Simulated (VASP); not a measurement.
# B (P6/mmm) in VASP: notebook

Runs on B. Level: LDA. Tasks: single point.

Everything below comes from runs of VASP 6.6.1. Logs are shortened: lines on timing, memory, paths and dates and some standing lists are left out, and cuts for length are marked.

### 1 Starting point

The structure is hexagonal, space group P6/mmm (No. 191). Conventional cell: a = 1.834 Å, b = 1.834 Å, c = 3.133 Å, α = 90.00°, β = 90.00°, γ = 120.00°. B (site symmetry 6/mmm) is surrounded by 6 B at 1.83 Å.

This isn't the form of B at room conditions, which is rhombohedral.

### 2 Single point, LDA

Input file INCAR:

```
PREC = Accurate ; ENCUT = 520
EDIFF = 1E-6 ; ISMEAR = 0
SIGMA = 0.15 ; LREAL = F
LASPH = T ; NELM = 100
ALGO = Fast ; ISIF = 2
LWAVE = F ; LCHARG = F
GGA = CA ; NBANDS = 8
```

Input file KPOINTS:

```
Automatic mesh
0
Gamma
  36 36 14
```

Input file POSCAR:

```
B
1.0
    1.8338909766      0.0000000000      0.0000000000
   -0.9169454883      1.5881961735      0.0000000000
    0.0000000000      0.0000000000      3.1329124404
B
1
Direct
    0.0000000000      0.0000000000      0.0000000000
```

Potentials or basis: VASP PAW LDA potentials, release 64 (B).

Started as:

```console
> cat potpaw_LDA.64/B/POTCAR > POTCAR
> mpirun -np 1 vasp_std > vasp.out
```

OUTCAR:

```text
PREC = Accurate
   ENCUT = 520
   EDIFF = 1E-6
   ISMEAR = 0
   LREAL = F
   LASPH = T
   NELM = 100
   ISIF = 2
   GGA = CA

 ion  position               nearest neighbor table
   1  0.000  0.000  0.000-

  LATTYP: Found a hexagonal cell.
 ALAT       =     1.8338909766
 C/A-ratio  =     1.7083417064

  Lattice vectors:

 A1 = (   1.8338909766,   0.0000000000,   0.0000000000)
 A2 = (  -0.9169454883,   1.5881961735,   0.0000000000)
 A3 = (   0.0000000000,   0.0000000000,   3.1329124404)

Analysis of symmetry for initial positions (statically):
=====================================================================
 Subroutine PRICEL returns:
 Original cell was already a primitive cell.

 Routine SETGRP: Setting up the symmetry group for a
 hexagonal supercell.

 Subroutine GETGRP returns: Found 24 space group operations
 (whereof 24 operations were pure point group operations)
 out of a pool of 24 trial point group operations.

The static configuration has the point symmetry D_6h.

Analysis of symmetry for dynamics (positions and initial velocities):
=====================================================================
 Subroutine PRICEL returns:
 Original cell was already a primitive cell.

 Routine SETGRP: Setting up the symmetry group for a
 hexagonal supercell.

 Subroutine GETGRP returns: Found 24 space group operations
 (whereof 24 operations were pure point group operations)
 out of a pool of 24 trial point group operations.

The dynamic configuration has the point symmetry D_6h.

 Subroutine INISYM returns: Found 24 space group operations
 (whereof 24 operations are pure point group operations),
 and found     1 'primitive' translations

----------------------------------------------------------------------------------------

                                     Primitive cell

  volume of cell :       9.1249

  direct lattice vectors                    reciprocal lattice vectors
     1.833890977  0.000000000  0.000000000     0.545288686  0.314822569  0.000000000
    -0.916945488  1.588196174  0.000000000     0.000000000  0.629645139  0.000000000
     0.000000000  0.000000000  3.132912440     0.000000000  0.000000000  0.319191812

  length of vectors
[... 80 lines left out ...]
   EDIFF  = 0.1E-05   stopping-criterion for ELM
   LREAL  =      F    real-space projection
   EDIFFG = 0.1E-04   stopping-criterion for IOM
   NSW    =      0    number of steps for IOM
   IBRION =     -1    ionic relax: 0-MD 1-quasi-New 2-CG
   NFREE  =      0    steps in history (QN), initial steepest desc. (CG)
   ISIF   =      2    stress and relaxation
   ISYM   =      2    0-nonsym 1-usesym 2-fastsym
   POTIM  = 0.5000    time-step for ionic-motion
   TEBEG  =    0.0;   TEEND  =   0.0 temperature during run
   PSTRESS=    0.0 pullay stress
   NELECT =       3.0000    total number of electrons
   NUPDOWN=      -1.0000    fix difference up-down
   EMIN   =  10.00;   EMAX   =-10.00  energy-range for DOS
   EFERMI =   0.00;   METHOD = LEGACY
   ISMEAR =     0;   SIGMA  =   0.15  broadening in eV -4-tet -1-fermi 0-gaus
   EFERMI_NEDOS =   21; number of points for ismear=-14 and -15
   IALGO  =     68    algorithm
   IMIX   =      4    mixing-type and parameters
     AMIX     =   0.40;   BMIX     =  1.00
     AMIX_MAG =   1.60;   BMIX_MAG =  1.00
  volume/ion in A,a.u.               =       9.12        61.58
  Fermi-wavevector in a.u.,A,eV,Ry     =   1.129900  2.135201 17.370199  1.276674
  Thomas-Fermi vector in A             =   2.266595
   LORBIT       =      0    0 simple, 1 ext, 2 COOP (PROOUT), +10 PAW based schemes
   GGA     = CA    functional components
   LHFCALC =     F    Hartree Fock is set to
   AEXX    =    0.0000 exact exchange contribution
   IVDW    =     0    specifies the selected vdW correction
   LEPSILON=     F    determine dielectric tensor
   LRPA    =     F    only Hartree local field effects (RPA)
 non-spin polarized calculation
 RMM-DIIS sequential band-by-band and
 Gauss-broadening in eV      SIGMA  =   0.15
  energy-cutoff  :      520.00
  volume of cell :        9.12
 maximum number of plane-waves:       258
 NGX is ok and might be reduce to    14

 number of electron       3.0000000 magnetization

 Free energy of the ion-electron system (eV)
  ---------------------------------------------------
  ext. energy  EPLUGINS =         0.00000000
  ---------------------------------------------------
  free energy    TOTEN  =        -6.48615614 eV

  energy without entropy =       -6.48202062  energy(sigma->0) =       -6.48408838

 E-fermi :   5.4256     XC(G=0): -10.7582

 val. band max:        5.4196902324   @ k =   0.3333   0.2500   0.4286
 cond. band min:       5.4300458588   @ k =   0.3333   0.0833   0.5000
 fundamental gap:      0.0103556264
 Fermi energy:         5.4256109128

 k-point     1 :       0.0000    0.0000    0.0000
  band No.  band energies     occupation
      1     -10.2454      2.00000
      2       1.6360      2.00000
      3       9.9962      0.00000
      4      25.3904      0.00000
      5      25.3904      0.00000
      6      40.8779      0.00000
      7      45.5260      0.00000
      8      45.5260      0.00000
[... 243 lines left out ...]
 k-point    24 :       0.1389    0.0278    0.0000
  band No.  band energies     occupation
      1      -9.2236      2.00000
      2       2.9388      2.00000
      3      10.9533      0.00000
      4      21.8694      0.00000
      5      23.1509      0.00000
      6      38.5808      0.00000
      7      38.8429      0.00000
      8      47.3654      0.00000

 [... further k-points ...]

------------------------ aborting loop because EDIFF is reached ----------------------------------------

  FORCE on cell =-STRESS in cart. coord.  units (eV):
  Direction    XX          YY          ZZ          XY          YZ          ZX
  --------------------------------------------------------------------------------------
  -------------------------------------------------------------------------------------
  Total       -2.8846501     -2.8846501      0.1668918      0.0000000      0.0000000      0.0000000
  in kB     -506.4980849   -506.4980849     29.3035189      0.0000000      0.0000000      0.0000000
  external PRESSURE =    -327.8975503 kB  Pullay stress =       0.0000000 kB

 VOLUME and BASIS-vectors are now :
 -----------------------------------------------------------------------------
  energy-cutoff  :      520.00
  volume of cell :        9.12
      direct lattice vectors                 reciprocal lattice vectors
     1.833890977  0.000000000  0.000000000     0.545288686  0.314822569  0.000000000
    -0.916945488  1.588196174  0.000000000     0.000000000  0.629645139  0.000000000
     0.000000000  0.000000000  3.132912440     0.000000000  0.000000000  0.319191812

 POSITION                                       TOTAL-FORCE (eV/Angst)
 -----------------------------------------------------------------------------------
      0.00000      0.00000      0.00000         0.000000      0.000000      0.000000
 -----------------------------------------------------------------------------------
    total drift:                                0.000000     -0.000000      0.000000

  FREE ENERGIE OF THE ION-ELECTRON SYSTEM (eV)
  ---------------------------------------------------
  free  energy   TOTEN  =        -6.4861561400 eV

  energy  without entropy=       -6.4820206159  energy(sigma->0) =       -6.48408838
```

Wall time 20 s (1 thread of Intel Xeon 6975P-C (Granite Rapids), shared host); peak memory 0.16 GiB.

Results:

```
Free energy            : -6.4862 eV
Pressure               : -32.8 GPa
Band gap on the k mesh : none (metal or under the smearing width)
```

Stress tensor (GPa, compression positive):
```
-50.65   0.00   0.00
  0.00 -50.65   0.00
  0.00   0.00   2.93
```

Caveat: a pressure of tens of GPa on the cell as given is suspect, and the run, the potentials or the cell itself is likely at fault.

### 3 Single point, LDA

This run uses another cell than the first one, of the same volume but with other edges.

Input file INCAR:

```
SYSTEM = B
ALGO     = Normal         ! electronic algorithm
EDIFF    = 1E-7           ! SCF threshold, eV
ENCUT    = 520            ! plane-wave cutoff, eV
GGA      = CA             ! functional
ISIF     = 2              ! what is computed and relaxed
ISMEAR   = 0              ! smearing method
LASPH    = .TRUE.         ! aspherical terms in the spheres
LCHARG   = .FALSE.        ! write CHGCAR
LREAL    = .FALSE.        ! projectors in reciprocal space
LWAVE    = .FALSE.        ! write WAVECAR
NBANDS   = 8              ! bands
NELM     = 100            ! most SCF steps
PREC     = Accurate       ! precision mode
SIGMA    = 0.15           ! smearing width, eV
```

Input file KPOINTS:

```
k-points
0
G
  36 36 14
  0 0 0
```

Input file POSCAR:

```
B
1.0
    1.7972032725      0.0000000000      0.0000000000
   -0.8986016362      1.5564236897      0.0000000000
    0.0000000000      0.0000000000      3.2621271370
B
1
Direct
    0.0000000000      0.0000000000      0.0000000000
```

Potentials or basis: VASP PAW LDA potentials, release 64 (B).

Started as:

```console
> cat potpaw_LDA.64/B/POTCAR > POTCAR
> mpirun -np 1 vasp_std > vasp.out
```

Run time: 17 s. Hardware: 1 thread of Intel Xeon 6975P-C (Granite Rapids), shared host; peak memory 0.16 GiB.

Results (log left out):

| Quantity | Value |
| --- | --- |
| Free energy | -6.6001 eV |
| Pressure | -27.7 GPa |
| Band gap on the k mesh | none (metal or under the smearing width) |

Stress tensor (GPa, compression positive):
```
-42.65   0.00   0.00
  0.00 -42.65   0.00
  0.00   0.00   2.30
```

Levels at points of the mesh, in eV from the Fermi level:
```
           k point  band 1  band 2  band 3  band 4  band 5  band 6
(0.00, 0.00, 0.00)  -16.08   -4.73    3.71   21.04   21.04   32.99
(0.50, 0.00, 0.00)   -8.02    0.10    6.12   13.64   15.45   17.21
(0.00, 0.00, 0.50)  -15.30   -8.25   12.72   18.95   21.07   21.07
(0.50, 0.00, 0.50)   -7.78    1.07    3.96    9.98   13.72   24.36
```

Caveat: so large a pressure means that the cell lies far from this level's equilibrium, or that cutoff or potentials fall short.

### 4 Single point, LDA

This run uses another cell than the first one, of the same volume but with other edges.

Input file INCAR:

```
SYSTEM = B
ALGO = Normal
EDIFF = 1E-6
ENCUT = 520
GGA = CA
ISIF = 2
ISMEAR = 0
LASPH = .TRUE.
LCHARG = .FALSE.
LREAL = .FALSE.
LWAVE = .FALSE.
NBANDS = 8
NELM = 100
PREC = Accurate
SIGMA = 0.15
```

KPOINTS is that of step 3.

Input file POSCAR:

```
B
1.0
    1.6020513316      0.0000000000      0.0000000000
   -0.8010256658      1.3874171513      0.0000000000
    0.0000000000      0.0000000000      4.1052766585
B
1
Direct
    0.0000000000      0.0000000000      0.0000000000
```

Started as:

```console
> cat potpaw_LDA.64/B/POTCAR > POTCAR
> mpirun -np 1 vasp_std > vasp.out
```

Run time: 16 s. Hardware: 1 thread of Intel Xeon 6975P-C (Granite Rapids), shared host; peak memory 0.15 GiB.

It converged, with:

| Property | Result |
| --- | --- |
| Free energy | -6.5678 eV |
| Pressure | 35.5 GPa |
| Band gap on the k mesh | none (metal or under the smearing width) |

Stress tensor (GPa, compression positive):
```
54.22  0.00  0.00
 0.00 54.22  0.00
 0.00  0.00 -1.95
```

Levels at points of the mesh, in eV from the Fermi level:
| k point | band 1 | band 2 | band 3 | band 4 | band 5 | band 6 | band 7 |
| --- | --- | --- | --- | --- | --- | --- | --- |
| (0.00, 0.00, 0.00) | -18.28 | -8.67 | 0.95 | 18.50 | 23.64 | 29.02 | 29.02 |
| (0.50, 0.00, 0.00) | -9.94 | 2.72 | 6.73 | 14.51 | 18.78 | 19.11 | 20.65 |
| (0.00, 0.00, 0.50) | -18.17 | -9.53 | 5.44 | 9.20 | 29.03 | 29.03 | 36.47 |
| (0.50, 0.00, 0.50) | -9.92 | 2.88 | 6.32 | 12.88 | 18.78 | 23.18 | 26.17 |

Caveat: a pressure of tens of GPa on the cell as given is suspect, and the run, the potentials or the cell itself is likely at fault.

### 5 Single point, LDA

This run uses another cell than the first one, of the same volume but with other edges.

Input file INCAR:

```
SYSTEM = B
  PREC = Accurate
  ENCUT = 520
  EDIFF = 1E-6
  ISMEAR = 0
  SIGMA = 0.15
  LREAL = .False.
  LASPH = .True.
  NELM = 100
  ALGO = Normal
  ISIF = 2
  LWAVE = .False.
  LCHARG = .False.
  GGA = CA
  NBANDS = 8
```

Input file KPOINTS:

```
Automatic mesh
0
Gamma
  36 36 14
  0 0 0
```

Input file POSCAR:

```
B
1.0
    1.6491972967      0.0000000000      0.0000000000
   -0.8245986483      1.4282467548      0.0000000000
    0.0000000000      0.0000000000      3.8739147206
B
1
Direct
    0.0000000000      0.0000000000      0.0000000000
```

Started as:

```console
> cat potpaw_LDA.64/B/POTCAR > POTCAR
> mpirun -np 1 vasp_std > vasp.out
```

Run time: 18 s. Hardware: 1 thread of Intel Xeon 6975P-C (Granite Rapids), shared host; peak memory 0.16 GiB.

The run converged. Its results:

- Free energy: -6.7047 eV
- Pressure: 16.0 GPa
- Band gap on the k mesh: none (metal or under the smearing width)

Stress tensor (GPa, compression positive):
```
25.12  0.00  0.00
 0.00 25.12  0.00
 0.00  0.00 -2.14
```

Levels at points of the mesh, in eV from the Fermi level:
```csv
k point,band 1,band 2,band 3,band 4,band 5
"(0.00, 0.00, 0.00)",-17.69,-7.78,1.44,21.79,26.78
"(0.50, 0.00, 0.00)",-9.42,2.03,6.43,14.47,17.33
"(0.00, 0.00, 0.50)",-17.49,-9.09,6.85,11.19,26.79
"(0.50, 0.00, 0.50)",-9.39,2.30,5.77,12.14,17.34
```

Caveat: so large a pressure means that the cell lies far from this level's equilibrium, or that cutoff or potentials fall short.
